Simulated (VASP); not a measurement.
In: single point with r2SCAN

Crystal: In.

```
In
1.0
     3.33548    0.00000    0.00000
    -1.66774    2.88862    0.00000
     0.00000    0.00000    5.50914
In
2
Direct
  0.33333 0.66667 0.25000
  0.66667 0.33333 0.75000
```

This isn't the form of In at room conditions, which is tetragonal.

```
Program             : VASP 6.6.1
Task                : single point
Functional          : r2SCAN
Potentials or basis : VASP PAW PBE potentials, release 64 (In_d)
Cutoff              : 520 eV
k mesh              : 3 × 3 × 2
Occupations         : fermi-dirac, width 0.02 eV
Spin                : no spin polarisation
```

| Item | Value |
| --- | --- |
| Pressure | -0.1 GPa |
| Band gap on the k mesh | none (metal or under the smearing width) |

Stress tensor (GPa, compression positive):
```
 1.15  0.00  0.00
 0.00  1.15  0.00
 0.00  0.00 -2.48
```

Levels at points of the mesh, in eV from the Fermi level:
| k point | band 9 | band 10 | band 11 | band 12 | band 13 | band 14 | band 15 | band 16 | band 17 | band 18 |
| --- | --- | --- | --- | --- | --- | --- | --- | --- | --- | --- |
| (0.00, 0.00, 0.00) | -14.48 | -14.48 | -9.51 | -4.14 | -3.15 | 9.27 | 9.27 | 11.12 | 11.12 | 11.36 |
| (0.00, 0.00, 0.50) | -14.55 | -14.55 | -8.08 | -8.08 | 3.52 | 3.52 | 10.33 | 10.33 | 10.33 | 10.33 |

It took 18 s on 1 thread of Intel(R) Xeon(R) 6975P-C (Granite Rapids) (shared host), peak memory 0.18 GiB.

Caveat: the k mesh is coarse (spacing up to 0.73 Å⁻¹), so the values aren't converged; the PAW data sets were made with another functional, which shifts forces and pressure a little.
